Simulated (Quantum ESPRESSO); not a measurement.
# PbS (Galena) (Fm-3m) in Quantum ESPRESSO: settings compared, part 2 of 3

Quantum ESPRESSO 7.5. The steps go on from the part before.

## Step 3: Phonons, PBE

pw.in

```
&CONTROL
  calculation = 'scf'
  prefix = 'pwscf'
  outdir = './tmp'
  pseudo_dir = './pseudo'
  tprnfor = .true.
  tstress = .true.
  disk_io = 'low'
/
&SYSTEM
  ibrav = 0
  nat = 2
  ntyp = 2
  ecutwfc = 90
  nbnd = 21
  occupations = 'smearing'
  smearing = 'fd'
  degauss = 0.00367493
/
&ELECTRONS
  conv_thr = 4d-10
  electron_maxstep = 120
  mixing_beta = 0.5
/
ATOMIC_SPECIES
Pb   207.2000 Pb.upf
S     32.0600 S.upf
CELL_PARAMETERS angstrom
   0.0000000000    2.9657500000    2.9657500000
   2.9657500000    0.0000000000    2.9657500000
   2.9657500000    2.9657500000    0.0000000000
ATOMIC_POSITIONS crystal
Pb     0.0000000000    0.0000000000    0.0000000000
S      0.5000000000    0.5000000000    0.5000000000
K_POINTS automatic
4 4 4 1 1 1
```

gamma.in

```
&CONTROL
  calculation = 'bands'
  prefix = 'pwscf'
  outdir = './tmp'
  pseudo_dir = './pseudo'
  disk_io = 'low'
  verbosity = 'high'
/
&SYSTEM
  ibrav = 0
  nat = 2
  ntyp = 2
  ecutwfc = 90
  nbnd = 21
  occupations = 'smearing'
  smearing = 'fd'
  degauss = 0.00367493
/
&ELECTRONS
  conv_thr = 1d-08
  electron_maxstep = 120
  mixing_beta = 0.5
  diago_full_acc = .true.
  startingwfc = 'random'
/
ATOMIC_SPECIES
Pb   207.2000 Pb.upf
S     32.0600 S.upf
CELL_PARAMETERS angstrom
   0.0000000000    2.9657500000    2.9657500000
   2.9657500000    0.0000000000    2.9657500000
   2.9657500000    2.9657500000    0.0000000000
ATOMIC_POSITIONS crystal
Pb     0.0000000000    0.0000000000    0.0000000000
S      0.5000000000    0.5000000000    0.5000000000
K_POINTS crystal
1
0.0 0.0 0.0 1
```

scf2.in

```
&CONTROL
  calculation = 'scf'
  prefix = 'pwscf'
  outdir = './tmp'
  pseudo_dir = './pseudo'
  tprnfor = .true.
  tstress = .true.
  disk_io = 'low'
/
&SYSTEM
  ibrav = 0
  nat = 2
  ntyp = 2
  ecutwfc = 90
  nbnd = 21
  occupations = 'fixed'
/
&ELECTRONS
  conv_thr = 1d-13
  electron_maxstep = 120
  mixing_beta = 0.5
  startingpot = 'file'
/
ATOMIC_SPECIES
Pb   207.2000 Pb.upf
S     32.0600 S.upf
CELL_PARAMETERS angstrom
   0.0000000000    2.9657500000    2.9657500000
   2.9657500000    0.0000000000    2.9657500000
   2.9657500000    2.9657500000    0.0000000000
ATOMIC_POSITIONS crystal
Pb     0.0000000000    0.0000000000    0.0000000000
S      0.5000000000    0.5000000000    0.5000000000
K_POINTS automatic
4 4 4 1 1 1
```

ph.in

```
phonons of PbS
&INPUTPH
  prefix = 'pwscf'
  outdir = './tmp'
  tr2_ph = 1d-18
  fildyn = 'dyn'
  niter_ph = 90
  alpha_mix(1) = 0.7
  epsil = .true.
/
0.0000000000 0.0000000000 0.0000000000
```

dynmat.in

```
&INPUT
  fildyn = 'dyn'
  asr = 'crystal'
  lperm = .true.
  filout = 'dynmat.disp'
  fileig = 'dynmat.eig'
/
```

dynmat_lo.in

```
&INPUT
  fildyn = 'dyn'
  asr = 'crystal'
  filout = 'dynmat_lo.disp'
  fileig = 'dynmat_lo.eig'
  q(1) = 0
  q(2) = 0
  q(3) = 1
/
```

Potentials or basis: PseudoDojo 0.4 SR PBE stringent.

The run is started by

```console
$ OMP_NUM_THREADS=1 pw.x -in pw.in > pw.out
$ OMP_NUM_THREADS=1 pw.x -in gamma.in > gamma.out
$ OMP_NUM_THREADS=1 pw.x -in scf2.in > scf2.out
$ OMP_NUM_THREADS=1 ph.x -in ph.in > ph.out
$ OMP_NUM_THREADS=1 dynmat.x -in dynmat.in > dynmat.out
$ OMP_NUM_THREADS=1 dynmat.x -in dynmat_lo.in > dynmat_lo.out
```

pw.out:

```text
This program is part of the open-source Quantum ESPRESSO suite
     for quantum simulation of materials; please cite
[... 9 lines left out ...]
     --------------------
     sticks:   dense  smooth     PW     G-vecs:    dense   smooth      PW
     Sum        1555    1555    439                40677    40677    6231

     Using Slab Decomposition

     bravais-lattice index     =            0
     lattice parameter (alat)  =       7.9259  a.u.
     unit-cell volume          =     352.0710 (a.u.)^3
     number of atoms/cell      =            2
     number of atomic types    =            2
     number of electrons       =        28.00
     number of Kohn-Sham states=           21
     kinetic-energy cutoff     =      90.0000  Ry
     charge density cutoff     =     360.0000  Ry
     scf convergence threshold =      4.0E-10
     mixing beta               =       0.5000
     number of iterations used =            8  plain     mixing
     Exchange-correlation= PBE
                           (   1   4   3   4   0   0   0)

     celldm(1)=   7.925897  celldm(2)=   0.000000  celldm(3)=   0.000000
     celldm(4)=   0.000000  celldm(5)=   0.000000  celldm(6)=   0.000000

     crystal axes: (cart. coord. in units of alat)
               a(1) = (   0.000000   0.707107   0.707107 )
               a(2) = (   0.707107   0.000000   0.707107 )
               a(3) = (   0.707107   0.707107   0.000000 )

     reciprocal axes: (cart. coord. in units 2 pi/alat)
[... 128 lines left out ...]
    14.3369  16.5864  16.9855  16.9855  19.9603

          k = 0.2652 0.2652-0.0884 (  5073 PWs)   bands (ev):

  -129.8140 -71.5032 -71.5031 -71.5031  -6.9337  -6.9278  -6.9185  -6.8980
    -6.8873  -2.9225   2.0730   7.0360   8.1837   9.3087  11.3253  12.3667
    13.8052  17.3066  17.6916  19.4672  20.7280

          k =-0.2652-0.2652 0.4419 (  5080 PWs)   bands (ev):
[... 19 lines left out ...]
  -129.8140 -71.5032 -71.5032 -71.5032  -7.0123  -6.9208  -6.9056  -6.8885
    -6.8668  -2.0607   1.8627   5.5138   6.1687   8.3775  12.4859  14.1766
    14.6602  16.8886  19.1515  21.4556  21.9513

          k = 0.0884-0.2652 0.4419 (  5083 PWs)   bands (ev):

  -129.8140 -71.5032 -71.5032 -71.5031  -6.9707  -6.9215  -6.9156  -6.8891
    -6.8778  -2.4399   1.6997   6.4731   7.2554   8.7344  11.7446  13.1114
    14.0084  16.9631  19.6227  20.1456  21.1566

          k =-0.6187 0.0884 0.0884 (  5074 PWs)   bands (ev):

  -129.8140 -71.5032 -71.5032 -71.5032  -7.0420  -6.9414  -6.8884  -6.8692
    -6.8657  -2.0923   2.3545   5.1504   6.6414   6.8083  13.8081  14.9398
    15.0002  15.5499  21.3299  21.3728  21.5724

          k = 0.2652 0.2652 0.2652 (  5057 PWs)   bands (ev):
[... 7 lines left out ...]
  -129.8140 -71.5032 -71.5032 -71.5032  -6.9816  -6.9177  -6.9083  -6.8930
    -6.8777  -2.1996   1.5163   5.8790   7.5323   8.3222  12.0750  12.9114
    14.3352  17.7231  19.2280  19.4011  21.8100

     the Fermi energy is    10.2083 ev

!    total energy              =    -441.66297211 Ry
     estimated scf accuracy    <          3.5E-10 Ry
     smearing contrib. (-TS)   =      -0.00000000 Ry
     internal energy E=F+TS    =    -441.66297211 Ry

     The total energy is F=E-TS. E is the sum of the following terms:
     one-electron contribution =    -258.46012561 Ry
     hartree contribution      =     129.43839587 Ry
     xc contribution           =     -74.27572431 Ry
     ewald contribution        =    -238.36551806 Ry

     convergence has been achieved in   8 iterations

     Forces acting on atoms (cartesian axes, Ry/au):

     atom    1 type  1   force =     0.00000000   -0.00000000    0.00000000
     atom    2 type  2   force =     0.00000000    0.00000000   -0.00000000

     Total force =     0.000000     Total SCF correction =     0.000000

     Computing stress (Cartesian axis) and pressure

          total   stress  (Ry/bohr**3)                   (kbar)     P=       20.29
   0.00013793   0.00000000  -0.00000000           20.29        0.00       -0.00
   0.00000000   0.00013793  -0.00000000            0.00       20.29       -0.00
  -0.00000000  -0.00000000   0.00013793           -0.00       -0.00       20.29

=------------------------------------------------------------------------------=
   JOB DONE.
=------------------------------------------------------------------------------=
```

scf2.out:

```text
This program is part of the open-source Quantum ESPRESSO suite
     for quantum simulation of materials; please cite
[... 9 lines left out ...]
     --------------------
     sticks:   dense  smooth     PW     G-vecs:    dense   smooth      PW
     Sum        1555    1555    439                40677    40677    6231
[... 208 lines left out ...]
   0.00013786  -0.00000000   0.00000000           20.28       -0.00        0.00
  -0.00000000   0.00013786   0.00000000           -0.00       20.28        0.00
   0.00000000   0.00000000   0.00013786            0.00        0.00       20.28

=------------------------------------------------------------------------------=
   JOB DONE.
=------------------------------------------------------------------------------=
```

Wall time 7.9 min (1 thread of Arm Neoverse V2, shared host); peak memory 0.11 GiB.

What came out:

- Free energy: -6009.1309 eV
- Pressure after relaxing: 2.0 GPa
- Electronic dielectric tensor (diagonal): 12.25
- Born charges (mean of the diagonal): Pb +4.54; S -4.06 e
- Highest phonon frequency at Γ, LO-TO splitting left out: 82 cm⁻¹
- Static dielectric tensor (diagonal): 106.43

Phonon frequencies in cm⁻¹ (negative: imaginary):
```tsv
q point	frequencies
(0.000, 0.000, 0.000)	-1 -1 -1 82 82 82
```

Electronic dielectric tensor:
```
12.25  0.00  0.00
 0.00 12.25  0.00
 0.00  0.00 12.25
```

Born effective charge tensors (e):
atom 1, Pb
```
4.54 0.00 0.00
0.00 4.54 0.00
0.00 0.00 4.54
```
atom 2, S
```
-4.06  0.00  0.00
 0.00 -4.06  0.00
 0.00  0.00 -4.06
```

Optical modes at Γ, degenerate ones joined, polar ones without the macroscopic field:
| cm⁻¹ | components | symmetry | active in | IR intensity, summed ((D/Å)²/amu) |
| --- | --- | --- | --- | --- |
| 82 | 3 | T1u | IR | 46.03 |

Zone-centre frequencies without and with the macroscopic field along z (cm⁻¹):
|  | optical modes in rising order |
| --- | --- |
| without | 82 82 82 |
| with the field | 82 82 241 |

Static dielectric tensor, electrons and zone-centre modes:
```
106.43   0.00   0.00
  0.00 106.43   0.00
  0.00   0.00 106.43
```

Caveat: the mesh is thin for the dielectric tensor, Born charges and intensities, which usually come out too large; the Born charges break their sum rule by 0.48 e, a sign of too thin a mesh. Spin-orbit coupling is left out, which matters for the levels of Pb.

[end of part 2 of 3]
